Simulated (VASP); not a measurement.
# TePb (Fm-3m) in VASP: single point with r2SCAN

Aim: the single point of TePb with r2SCAN.

Everything below comes from runs of VASP 6.6.1. Logs are shortened: lines on timing, memory, paths and dates and some standing lists are left out, and cuts for length are marked.

### 1 Starting point

It takes space group Fm-3m (No. 225, cubic). Conventional cell: a = 6.493 Å, b = 6.493 Å, c = 6.493 Å, α = 90.00°, β = 90.00°, γ = 90.00°. Around Te (site symmetry m-3m) lie 6 Pb at 3.25 Å. Pb (site symmetry m-3m) is surrounded by 6 Te at 3.25 Å.

### 2 Single point, r2SCAN

Input file POSCAR:

```
TePb
1.0
    0.0000000000      3.2464343100      3.2464343100
    3.2464343100      0.0000000000      3.2464343100
    3.2464343100      3.2464343100      0.0000000000
Te Pb
1 1
Direct
    0.5000000000      0.5000000000      0.5000000000
    0.0000000000      0.0000000000      0.0000000000
```

Input file INCAR.step1:

```
SYSTEM = TePb
PREC = Accurate ; ENCUT = 520
ISMEAR = -1 ; SIGMA = 0.1
LREAL = .FALSE. ; LASPH = .TRUE.
NELM = 100 ; NBANDS = 17
GGA = PE ; ALGO = Normal
EDIFF = 1E-4 ; LWAVE = .TRUE.
LCHARG = .FALSE.
```

Input file INCAR.step2:

```
SYSTEM = TePb
PREC = Accurate ; ENCUT = 520
EDIFF = 1E-6 ; ISMEAR = -1
SIGMA = 0.1 ; LREAL = .FALSE.
LASPH = .TRUE. ; NELM = 100
ALGO = Normal ; ISIF = 2
LWAVE = .FALSE. ; LCHARG = .FALSE.
METAGGA = R2SCAN ; LMIXTAU = .TRUE.
NBANDS = 17 ; ISTART = 1
```

Input file KPOINTS:

```
Automatic mesh
0
G
  7 7 7
  0 0 0
```

Potentials or basis: VASP PAW PBE potentials, release 64 (Te, Pb_d).

Launch:

```bash
$ cat potpaw_PBE.64/Te/POTCAR potpaw_PBE.64/Pb_d/POTCAR > POTCAR
$ cp INCAR.step1 INCAR
$ mpirun -np 1 vasp_std > vasp.out
$ cp INCAR.step2 INCAR
$ mpirun -np 1 vasp_std > vasp.out
```

OUTCAR:

```text
SYSTEM = TePb
   PREC = Accurate
   ENCUT = 520
   EDIFF = 1E-6
   ISMEAR = -1
   LREAL = .FALSE.
   LASPH = .TRUE.
   NELM = 100
   ISIF = 2
   METAGGA = R2SCAN
   ISTART = 1

 ion  position               nearest neighbor table
   1  0.500  0.500  0.500-   2 3.25   2 3.25   2 3.25   2 3.25   2 3.25   2 3.25
   2  0.000  0.000  0.000-   1 3.25   1 3.25   1 3.25   1 3.25   1 3.25   1 3.25

  LATTYP: Found a face centered cubic cell.
 ALAT       =     6.4928686200

  Lattice vectors:

 A1 = (   0.0000000000,   3.2464343100,   3.2464343100)
 A2 = (   3.2464343100,   0.0000000000,   3.2464343100)
 A3 = (   3.2464343100,   3.2464343100,   0.0000000000)

Analysis of symmetry for initial positions (statically):
=====================================================================
 Subroutine PRICEL returns:
 Original cell was already a primitive cell.

 Routine SETGRP: Setting up the symmetry group for a
 face centered cubic supercell.

 Subroutine GETGRP returns: Found 48 space group operations
 (whereof 48 operations were pure point group operations)
 out of a pool of 48 trial point group operations.

The static configuration has the point symmetry O_h .

Analysis of symmetry for dynamics (positions and initial velocities):
=====================================================================
 Subroutine PRICEL returns:
 Original cell was already a primitive cell.

 Routine SETGRP: Setting up the symmetry group for a
 face centered cubic supercell.

 Subroutine GETGRP returns: Found 48 space group operations
 (whereof 48 operations were pure point group operations)
 out of a pool of 48 trial point group operations.

The dynamic configuration has the point symmetry O_h .

 Subroutine INISYM returns: Found 48 space group operations
 (whereof 48 operations are pure point group operations),
 and found     1 'primitive' translations

----------------------------------------------------------------------------------------

                                     Primitive cell

  volume of cell :      68.4305

  direct lattice vectors                    reciprocal lattice vectors
     0.000000000  3.246434310  3.246434310    -0.154015129  0.154015129  0.154015129
     3.246434310  0.000000000  3.246434310     0.154015129 -0.154015129  0.154015129
     3.246434310  3.246434310  0.000000000     0.154015129  0.154015129 -0.154015129

  length of vectors
     4.591151431  4.591151431  4.591151431     0.266762029  0.266762029  0.266762029

  position of ions in fractional coordinates (direct lattice)
     0.500000000  0.500000000  0.500000000
     0.000000000  0.000000000  0.000000000

  ion indices of the primitive-cell ions
   primitive index   ion index
                 1           1
                 2           2

----------------------------------------------------------------------------------------

 KPOINTS: Automatic mesh

Automatic generation of k-mesh.
 Grid dimensions read from file:
 generate k-points for:    7    7    7

 Generating k-lattice:

  Cartesian coordinates                     Fractional coordinates (reciprocal lattice)
    -0.022002161  0.022002161  0.022002161     0.142857143  0.000000000  0.000000000
     0.022002161 -0.022002161  0.022002161     0.000000000  0.142857143  0.000000000
     0.022002161  0.022002161 -0.022002161     0.000000000  0.000000000  0.142857143

  Length of vectors
     0.038108861  0.038108861  0.038108861

  Shift w.r.t. Gamma in fractional coordinates (k-lattice)
     0.000000000  0.000000000  0.000000000

 Subroutine IBZKPT returns following result:
 ===========================================

 Found     20 irreducible k-points:

 Following reciprocal coordinates:
            Coordinates               Weight
  0.000000  0.000000  0.000000      1.000000
  0.142857  0.000000  0.000000      8.000000
  0.285714  0.000000  0.000000      8.000000
  0.428571  0.000000  0.000000      8.000000
  0.142857  0.142857  0.000000      6.000000
  0.285714  0.142857  0.000000     24.000000
[... 12 lines left out ...]
 -0.428571  0.428571  0.142857     24.000000
 -0.285714  0.428571  0.142857     24.000000
   k-points           NKPTS =     20   k-points in BZ     NKDIM =     20   number of bands    NBANDS=     17
   number of dos      NEDOS =    301   number of ions     NIONS =      2
   total plane-waves  NPLWV =  46656
   dimension x,y,z NGX =    36 NGY =   36 NGZ =   36
   dimension x,y,z NGXF=    72 NGYF=   72 NGZF=   72
   ions per type =               1   1
   NGX,Y,Z   is equivalent  to a cutoff of  13.04, 13.04, 13.04 a.u.
   NGXF,Y,Z  is equivalent  to a cutoff of  26.07, 26.07, 26.07 a.u.
 SYSTEM =  TePb
   PREC   = accura    normal or accurate (medium, high low for compatibility)
   ISTART =      1    job   : 0-new  1-cont  2-samecut
   ICHARG =      0    charge: 1-file 2-atom 10-const
   ISPIN  =      1    spin polarized calculation?
   LNONCOLLINEAR =      F non collinear calculations
   LSORBIT =      F    spin-orbit coupling
   LASPH  =      T    aspherical Exc in radial PAW
   ENCUT  =  520.0 eV  38.22 Ry    6.18 a.u.   8.54  8.54  8.54*2*pi/ulx,y,z
   NELM   =    100;   NELMIN=  2; NELMDL=  0     # of ELM steps
   EDIFF  = 0.1E-05   stopping-criterion for ELM
   LREAL  =      F    real-space projection
   EDIFFG = 0.1E-04   stopping-criterion for IOM
   NSW    =      0    number of steps for IOM
   IBRION =     -1    ionic relax: 0-MD 1-quasi-New 2-CG
   NFREE  =      0    steps in history (QN), initial steepest desc. (CG)
   ISIF   =      2    stress and relaxation
   ISYM   =      2    0-nonsym 1-usesym 2-fastsym
   POTIM  = 0.5000    time-step for ionic-motion
   TEBEG  =    0.0;   TEEND  =   0.0 temperature during run
   PSTRESS=    0.0 pullay stress
   NELECT =      20.0000    total number of electrons
   NUPDOWN=      -1.0000    fix difference up-down
   EMIN   =  10.00;   EMAX   =-10.00  energy-range for DOS
   EFERMI =   0.00;   METHOD = LEGACY
   ISMEAR =    -1;   SIGMA  =   0.10  broadening in eV -4-tet -1-fermi 0-gaus
   EFERMI_NEDOS =   21; number of points for ismear=-14 and -15
   IALGO  =     38    algorithm
   IMIX   =      4    mixing-type and parameters
     AMIX     =   0.40;   BMIX     =  1.00
     AMIX_MAG =   1.60;   BMIX_MAG =  1.00
  volume/ion in A,a.u.               =      34.22       230.90
  Fermi-wavevector in a.u.,A,eV,Ry     =   1.086429  2.053054 16.059351  1.180329
  Thomas-Fermi vector in A             =   2.222566
   LORBIT       =      0    0 simple, 1 ext, 2 COOP (PROOUT), +10 PAW based schemes
   METAGGA = R2SCAN    functional components
   LHFCALC =     F    Hartree Fock is set to
   AEXX    =    0.0000 exact exchange contribution
   IVDW    =     0    specifies the selected vdW correction
   LEPSILON=     F    determine dielectric tensor
   LRPA    =     F    only Hartree local field effects (RPA)
 non-spin polarized calculation
  energy-cutoff  :      520.00
  volume of cell :       68.43
 maximum number of plane-waves:      1868
 NGX is ok and might be reduce to    36
   NGX = 17   NGY = 17   NGZ = 17

 number of electron      20.0000003 magnetization

 Free energy of the ion-electron system (eV)
  ---------------------------------------------------
  ext. energy  EPLUGINS =         0.00000000
  ---------------------------------------------------
  free energy    TOTEN  =       -82.70306624 eV

  energy without entropy =      -82.70288362  energy(sigma->0) =      -82.70297493

 E-fermi :   5.9024     XC(G=0):  -9.7475

 val. band max:        5.2386101625   @ k =   0.4286   0.0000   0.0000
 cond. band min:       6.5292683469   @ k =   0.4286   0.0000   0.0000
 fundamental gap:      1.2906581844
 Fermi energy:         5.9023721859

 k-point     1 :       0.0000    0.0000    0.0000
  band No.  band energies     occupation
      1     -12.0241      2.00000
      2     -12.0241      2.00000
      3     -12.0133      2.00000
      4     -12.0133      2.00000
      5     -12.0133      2.00000
      6      -7.0688      2.00000
[... 9 lines left out ...]
     16      11.5406      0.00000
     17      13.1979      0.00000

 k-point     2 :       0.1429    0.0000    0.0000
  band No.  band energies     occupation
      1     -12.0266      2.00000
      2     -12.0266      2.00000
      3     -12.0128      2.00000
      4     -12.0106      2.00000
      5     -12.0106      2.00000
      6      -6.8891      2.00000
[... 9 lines left out ...]
     16      11.9271      0.00000
     17      14.5219      0.00000

 k-point     3 :       0.2857    0.0000    0.0000
  band No.  band energies     occupation
      1     -12.0332      2.00000
      2     -12.0332      2.00000
      3     -12.0118      2.00000
      4     -12.0036      2.00000
      5     -12.0036      2.00000
      6      -6.3815      2.00000
[... 9 lines left out ...]
     16      12.9764      0.00000
     17      16.6498      0.00000

 k-point     4 :       0.4286    0.0000    0.0000
  band No.  band energies     occupation
      1     -12.0388      2.00000
      2     -12.0388      2.00000
      3     -12.0111      2.00000
      4     -11.9978      2.00000
      5     -11.9978      2.00000
      6      -5.7377      2.00000
[... 9 lines left out ...]
     16      14.5117      0.00000
     17      15.8121      0.00000

 k-point     5 :       0.1429    0.1429    0.0000
  band No.  band energies     occupation
      1     -12.0328      2.00000
      2     -12.0221      2.00000
      3     -12.0150      2.00000
      4     -12.0089      2.00000
      5     -12.0089      2.00000
      6      -6.8296      2.00000
[... 9 lines left out ...]
     16      12.5765      0.00000
     17      13.7858      0.00000

 k-point     6 :       0.2857    0.1429    0.0000
  band No.  band energies     occupation
      1     -12.0421      2.00000
      2     -12.0243      2.00000
      3     -12.0147      2.00000
      4     -12.0044      2.00000
      5     -12.0024      2.00000
      6      -6.4329      2.00000
[... 9 lines left out ...]
     16      13.6525      0.00000
     17      15.1445      0.00000

 k-point     7 :       0.4286    0.1429    0.0000
  band No.  band energies     occupation
      1     -12.0478      2.00000
      2     -12.0312      2.00000
      3     -12.0114      2.00000
      4     -12.0007      2.00000
      5     -11.9966      2.00000
      6      -5.8176      2.00000
[... 9 lines left out ...]
     16      15.0739      0.00000
     17      15.7724      0.00000

 k-point     8 :      -0.4286    0.1429    0.0000
  band No.  band energies     occupation
      1     -12.0460      2.00000
      2     -12.0364      2.00000
      3     -12.0089      2.00000
      4     -11.9993      2.00000
      5     -11.9967      2.00000
      6      -5.5162      2.00000
[... 9 lines left out ...]
     16      14.4007      0.00000
     17      16.3801      0.00000
[... 123 lines left out ...]
      1     -12.0845      2.00000
      2     -12.0219      2.00000
      3     -12.0139      2.00000
      4     -11.9899      2.00000
      5     -11.9899      2.00000
      6      -5.4633      2.00000
[... 9 lines left out ...]
     16      15.9082      0.00000
     17      17.1107      0.00000

 k-point    16 :      -0.4286    0.4286    0.0000
  band No.  band energies     occupation
      1     -12.0827      2.00000
      2     -12.0194      2.00000
      3     -12.0171      2.00000
      4     -11.9910      2.00000
      5     -11.9898      2.00000
      6      -5.2899      2.00000
[... 9 lines left out ...]
     16      15.9458      0.00000
     17      16.7374      0.00000

 k-point    17 :       0.4286    0.2857    0.1429
  band No.  band energies     occupation
      1     -12.0522      2.00000
      2     -12.0260      2.00000
      3     -12.0139      2.00000
      4     -11.9992      2.00000
      5     -11.9989      2.00000
      6      -5.9791      2.00000
[... 9 lines left out ...]
     16      14.7160      0.00000
     17      15.5386      0.00000

 k-point    18 :      -0.4286    0.2857    0.1429
  band No.  band energies     occupation
      1     -12.0572      2.00000
      2     -12.0304      2.00000
      3     -12.0089      2.00000
      4     -12.0014      2.00000
      5     -11.9941      2.00000
      6      -5.4542      2.00000
[... 9 lines left out ...]
     16      15.2308      0.00000
     17      16.2967      0.00000

 k-point    19 :      -0.4286    0.4286    0.1429
  band No.  band energies     occupation
      1     -12.0746      2.00000
      2     -12.0212      2.00000
      3     -12.0161      2.00000
      4     -11.9958      2.00000
      5     -11.9900      2.00000
      6      -5.3480      2.00000
[... 9 lines left out ...]
     16      16.0340      0.00000
     17      16.7929      0.00000

 k-point    20 :      -0.2857    0.4286    0.1429
  band No.  band energies     occupation
      1     -12.0682      2.00000
      2     -12.0269      2.00000
      3     -12.0090      2.00000
      4     -12.0023      2.00000
      5     -11.9901      2.00000
      6      -5.2143      2.00000
[... 9 lines left out ...]
     16      16.1624      0.00000
     17      16.6693      0.00000

------------------------ aborting loop because EDIFF is reached ----------------------------------------

  FORCE on cell =-STRESS in cart. coord.  units (eV):
  Direction    XX          YY          ZZ          XY          YZ          ZX
  --------------------------------------------------------------------------------------
  -------------------------------------------------------------------------------------
  Total        0.3566170      0.3566170      0.3566170     -0.0000000     -0.0000000      0.0000000
  in kB        8.3495437      8.3495437      8.3495437     -0.0000000     -0.0000000      0.0000000
  external PRESSURE =       8.3495437 kB  Pullay stress =       0.0000000 kB

 VOLUME and BASIS-vectors are now :
 -----------------------------------------------------------------------------
  energy-cutoff  :      520.00
  volume of cell :       68.43
      direct lattice vectors                 reciprocal lattice vectors
     0.000000000  3.246434310  3.246434310    -0.154015129  0.154015129  0.154015129
     3.246434310  0.000000000  3.246434310     0.154015129 -0.154015129  0.154015129
     3.246434310  3.246434310  0.000000000     0.154015129  0.154015129 -0.154015129

 POSITION                                       TOTAL-FORCE (eV/Angst)
 -----------------------------------------------------------------------------------
      3.24643      3.24643      3.24643        -0.000000      0.000000     -0.000000
      0.00000      0.00000      0.00000         0.000000     -0.000000      0.000000
 -----------------------------------------------------------------------------------
    total drift:                               -0.000000      0.000000      0.000000

  FREE ENERGIE OF THE ION-ELECTRON SYSTEM (eV)
  ---------------------------------------------------
  free  energy   TOTEN  =       -82.7030662419 eV

  energy  without entropy=      -82.7028836159  energy(sigma->0) =      -82.70297493
```

Run time: 64 s. Hardware: 1 thread of Intel Xeon Platinum 8375C at 2.90GHz (Ice Lake), shared host; peak memory 0.22 GiB.

Results:

```
Free energy : -82.7031 eV
Pressure    : 0.8 GPa
```

Caveat: this odd mesh misses L, where the gap lies, so gap, dielectric constants and Born charges aren't listed; the PAW data sets were made with another functional, which shifts forces and pressure a little.
